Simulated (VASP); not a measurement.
# NaI in VASP 6.6.1, single-point calculation

INCAR

```
LREAL = .FALSE.
GGA = RP
NELM = 120
ENCUT = 520
SIGMA = 0.02
NBANDS = 14
NSW = 0
ISMEAR = -1
EDIFF = 1E-7
LWAVE = .FALSE.
LASPH = .TRUE.
LCHARG = .FALSE.
IBRION = -1
PREC = Accurate
ISYM = -1
ISIF = 2
```

KPOINTS

```
KPOINTS created by Atomic Simulation Environment
0
Gamma
4 4 4
0 0 0
```

POSCAR

```
Na I
 1.0000000000000000
     0.0000000000000000    3.2297205553000001    3.3624620700999999
     3.2297205553000001    0.0000000000000000    3.3624620700999999
     3.2297205553000001    3.2297205553000001    0.0000000000000000
 Na  I
   1   1
Cartesian
  0.0000000000000000  0.0000000000000000  0.0000000000000000
  3.2297205552999997  3.2297205552999997  3.3624620700999994
```

The recommended PBE PAW datasets give the neutral cell 14 valence electrons.

Command

```
mpirun -np 1 vasp_std
```

**Question.** How does this run end, and what does it give?

**Answer.** It converged. Results: gap between bands v and c on the k mesh 3.79 eV; least direct gap on the k mesh 3.79 eV; pressure 1.1 GPa. Band v is the last that the valence electrons fill when counted band by band, and c is the next.

OSZICAR

```
N       E                     dE             d eps       ncg     rms          rms(c)
DAV:   1     0.821836848062E+02    0.82184E+02   -0.65760E+03  1792   0.883E+02
DAV:   2     0.142173488889E+01   -0.80762E+02   -0.75253E+02  1894   0.215E+02
DAV:   3    -0.493977648373E+01   -0.63615E+01   -0.63199E+01  2290   0.595E+01
DAV:   4    -0.509311099006E+01   -0.15333E+00   -0.15329E+00  2330   0.965E+00
DAV:   5    -0.509668249728E+01   -0.35715E-02   -0.35714E-02  2370   0.141E+00    0.189E+00
DAV:   6    -0.503097731642E+01    0.65705E-01   -0.83021E-02  2194   0.144E+00    0.133E+00
DAV:   7    -0.502644526322E+01    0.45321E-02   -0.93899E-02  2080   0.153E+00    0.714E-01
DAV:   8    -0.503178783799E+01   -0.53426E-02   -0.12839E-02  2152   0.779E-01    0.228E-01
DAV:   9    -0.503168482444E+01    0.10301E-03   -0.41472E-04  2140   0.139E-01    0.578E-02
DAV:  10    -0.503176658818E+01   -0.81764E-04   -0.13063E-04  2248   0.904E-02    0.162E-02
DAV:  11    -0.503177504823E+01   -0.84600E-05   -0.10738E-05  2308   0.270E-02    0.377E-03
DAV:  12    -0.503177744283E+01   -0.23946E-05   -0.49850E-06  2230   0.166E-02    0.204E-03
DAV:  13    -0.503177767441E+01   -0.23158E-06   -0.15422E-07  2302   0.302E-03    0.615E-04
DAV:  14    -0.503177770725E+01   -0.32837E-07   -0.60722E-08  2272   0.129E-03
   1 F= -.50317777E+01 E0= -.50317777E+01  d E =-.130911E-12
```

Standard output (part)

```
POSCAR found type information on POSCAR NaI
 POSCAR found :  2 types and       2 ions
 LDA part: xc-table for (Slater+PW92), standard interpolation
 POSCAR, INCAR and KPOINTS ok, starting setup
 WAVECAR not read
 entering main loop
```

For comparison, a separate PBE run of the intended cell, on usual settings and not on those above, gives a gap of 3.53 eV on its mesh and a pressure of -0.1 GPa.
